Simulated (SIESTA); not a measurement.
SnO2 (Cassiterite):

```
Sn O
1.0
     4.73800    0.00000    0.00000
     0.00000    4.73800    0.00000
     0.00000    0.00000    3.18650
Sn O
2 4
Direct
  0.50000 0.50000 0.50000
  0.00000 0.00000 0.00000
  0.80710 0.19290 0.50000
  0.69290 0.69290 0.00000
  0.19290 0.80710 0.50000
  0.30710 0.30710 0.00000
```

Program: SIESTA 5.4.2. Alike in all runs: task band structure; no spin polarisation; cell as given; k mesh 6 × 6 × 8; smearing fermi-dirac 0.05 eV; grid cutoff 800 Ry; energy shift 0.002 Ry.

Q: Order these runs on this cell by their band gap on the k mesh, lowest first.
A. level PBE; potentials or basis PseudoDojo 0.4 standard (PBE files), SZ (energy shift 0.002 Ry)
B. level RPBE; potentials or basis PseudoDojo 0.4 standard (PBE files), DZP (energy shift 0.002 Ry)
C. level AM05; potentials or basis PseudoDojo 0.4 standard (PBEsol files), DZP (energy shift 0.002 Ry)

A: A (0.28 eV), C (0.87 eV), B (1.07 eV).

Caveats: spin-orbit coupling is left out, which moves the levels of the heavy elements; the basis of atomic orbitals isn't converged, which shifts pressures, moduli and gaps; the basis has no polarisation orbitals (some runs).

